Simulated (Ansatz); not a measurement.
# Ta: the cost of one run

Computed with Ansatz 0.2.0 (DFT PBE, scalar-relativistic, plane waves, PAW, unless a step's input says otherwise).

2 further runs of the same task are left out: 2 set aside as unsound or not needed. Runs told in other sessions of the task aren't counted.

## Step 1: The structure to begin with

It takes space group Fm-3m (No. 225, cubic). Conventional cell: a = 4.223 Å, b = 4.223 Å, c = 4.223 Å, α = 90.00°, β = 90.00°, γ = 90.00°. Ta (site symmetry m-3m) has 12 Ta at 2.99 Å in its first shell of neighbours.

Structure file:

```
CELL_PARAMETERS angstrom
0.00000 2.11151 2.11151
2.11151 0.00000 2.11151
2.11151 2.11151 0.00000
ATOMIC_POSITIONS crystal
Ta 0.00000 0.00000 0.00000
```

This cell was relaxed beforehand with the same method: volume 18.83 Å³/atom, gap on the mesh none (metal).

Reference energy of this cell: -9932.0096 eV (1 atoms, 18×18×18 mesh, zero smearing).

## Step 2: Cell: atoms packed at random at 1.16 times the crystal's volume

12 Ta were thrown into a skewed cell at random, at 1.16 times a reference volume of the solid, and pushed apart as soft spheres.

The cell holds 12 Ta: a = 6.327 Å, b = 6.627 Å, c = 6.306 Å, α = 83.43°, β = 86.93°, γ = 87.69°.

## Step 3: Relaxing on a coarse mesh

A cheap relaxation: coarse mesh, no symmetry, loose thresholds.

File input.yaml:

```yaml
crystal:
  lattice:
    - [6.323074, 0.126135, 0.165837]
    - [0.126135, 6.615321, 0.368633]
    - [0.165837, 0.368633, 6.292611]
  atoms:
    - { symbol: Ta, position: [0.9716267368, 0.5787991413, 0.6517905874] }
    - { symbol: Ta, position: [0.1888627216, 0.8986507092, 0.3152750743] }
    - { symbol: Ta, position: [0.0523283969, 0.5582365996, 0.1555382456] }
    - { symbol: Ta, position: [0.4716507424, 0.5787489018, 0.6518167243] }
    - { symbol: Ta, position: [0.8345558193, 0.2386051882, 0.4923043355] }
    - { symbol: Ta, position: [0.3345545858, 0.2385683787, 0.4924663276] }
    - { symbol: Ta, position: [0.3765731875, 0.2259264469, 0.9958416578] }
    - { symbol: Ta, position: [0.6888640888, 0.8986871481, 0.3151134844] }
    - { symbol: Ta, position: [0.1492243738, 0.9105368766, 0.8121017388] }
    - { symbol: Ta, position: [0.6492054143, 0.9106284367, 0.8119069473] }
    - { symbol: Ta, position: [0.8765546126, 0.2260171264, 0.9956469085] }
    - { symbol: Ta, position: [0.5523044915, 0.5582870287, 0.1555107255] }
  symmetry: { detect: false }
basis:
  ecutwfc: 420
kpoints:
  mp_grid: { grid: [2, 2, 2], shift: [0.5, 0.5, 0.5] }
hamiltonian:
  xc: pbe
scf:
  occupations: { method: gaussian, width: 0.1 }
  lower_state_search: "off"
output:
  forces: true
  stress: true
  eigenvalues: true
relax:
  adjacent_minimum: "off"
  f_tol: 0.04
  max_steps: 70
  cell: { stress_tol: 0.3 }
```

Started as:

```bash
> ansatz run input.yaml --threads 2 --pin off --max-ram 5120MiB --backend cpu --events-out ev --progress --plain --runs-dir out
```

Q: Estimate wall time and peak memory on 2 threads of Intel Xeon at 2.50GHz (Skylake/Cascade Lake), shared host.

About 2.9 min, with a peak of 0.6 GiB.
